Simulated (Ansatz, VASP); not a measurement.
## Two plane-wave programs on Sb

INCAR

```
PREC     = Accurate       # precision mode
ENCUT    = 520            # plane-wave cutoff, eV
EDIFF    = 1E-6           # SCF threshold, eV
ISMEAR   = 0              # smearing method
SIGMA    = 0.1            # smearing width, eV
LREAL    = False          # projectors in reciprocal space
LASPH    = True           # aspherical terms in the spheres
NELM     = 80             # most SCF steps
ALGO     = Normal         # electronic algorithm
ISIF     = 2              # what is computed and relaxed
LWAVE    = False          # write WAVECAR
LCHARG   = True           # write CHGCAR
GGA      = PS             # functional
LELF     = True           # ELF
LVHAR    = True         
NBANDS   = 8              # bands
```

Contents of KPOINTS:

```
Automatic mesh
0
Gamma
  14 14 14
```

The input POSCAR:

```
Sb
1.0
    2.9992416747      0.0000000000      0.0000000000
    0.0000000000      2.9992416747      0.0000000000
    0.0000000000      0.0000000000      2.9992416747
Sb
1
Direct
    0.0000000000      0.0000000000      0.0000000000
```

Input for Ansatz:

```yaml
crystal:
  lattice:
    - [2.9992416747, 0.0, 0.0]
    - [0.0, 2.9992416747, 0.0]
    - [0.0, 0.0, 2.9992416747]
  atoms:
    - { symbol: Sb, position: [0.0, 0.0, 0.0] }
basis:
  ecutwfc: 420
kpoints:
  mp_grid: { grid: [14, 14, 14] }
hamiltonian:
  xc: pbesol
scf:
  occupations: { method: gaussian, width: 0.1 }
output:
  forces: true
  stress: true
  eigenvalues: true
```

Alike in both runs: task single point; functional PBEsol; k mesh 14 × 14 × 14; occupations gaussian, width 0.1 eV; no spin polarisation.

|  | VASP | Ansatz |
| --- | --- | --- |
| version | VASP 6.6.1 | Ansatz 0.2.0 |
| potentials or method | VASP PAW PBE potentials, release 64 (Sb) | scalar-relativistic, plane waves, PAW |
| plane-wave cutoff (eV) | 520 | 420 |
| valence electrons in the cell | 5 | 15 |

|  | VASP | Ansatz | Ansatz less VASP |
| --- | --- | --- | --- |
| gap on the k mesh at the Fermi level (eV) | none | none | - |
| pressure (GPa) | 4.5 | 4.3 | -0.21 |

A gap of «none» marks a metal or a gap that the smearing closes. The two sets of potentials don't hold the same shells in valence.

Caveats: the PAW data sets were made with another functional, which shifts forces and pressure a little (VASP). Spin-orbit coupling is left out, which matters for the levels of Sb.
